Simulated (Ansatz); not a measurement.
Se: stiffness from a series of strains

```xyz
3
Lattice="4.3552 0.0000 0.0000 -2.1776 3.7717 0.0000 0.0000 0.0000 4.9494" Properties=species:S:1:pos:R:3 pbc="T T T"
Se    0.9451    0.0000    0.8249
Se   -0.4725    0.8185    4.1245
Se    1.7050    2.9532    2.4747
```

Atom numbers follow the list: Se1, Se2, Se3.

The cell is COD entry 9008579, as deposited and not checked against the literature; nothing was relaxed.

Computed with DFT, LDA, all-electron LAPW, scalar-relativistic (Ansatz 0.2.0).

The runs use a Γ-centred 8×8×6 k mesh, Fermi–Dirac smearing of 0.03 eV, basis error target 0.5 meV/atom, no spin polarisation.

The strain is applied along the Cartesian axes of the cell as listed (the other components stay zero). Fractional coordinates are held (clamped ions).

σ is the change of stress from the unstrained cell, which is at 1.38 GPa; tension is positive, so slopes are stress–strain coefficients at that pressure.

Only quantities that a quadratic follows smoothly over the whole series are listed; rougher ones are left out.

```csv
εzz,σzz (GPa),σxx (GPa)
-0.0300,-4.62,-2.05
-0.0200,-3.01,-1.32
-0.0100,-1.47,-0.64
0.0000,0.00,0.00
0.0200,2.76,1.15
0.0300,4.04,1.67
```

Question: Fit the series and read off the stiffness at zero strain.

Answer: Least-squares fits y = p0 + p1 x + p2 x² to the rows give σzz (GPa): p1 = 144, p2 = -330; σxx (GPa): p1 = 61.9, p2 = -210. So C33 = 144 GPa and C13 = 62 GPa, for these axes.

Question: One run, at εzz = 0.0100, is withheld. Predict its row.

Answer: The fits give 1.41, 0.60; the run gave 1.41, 0.60.
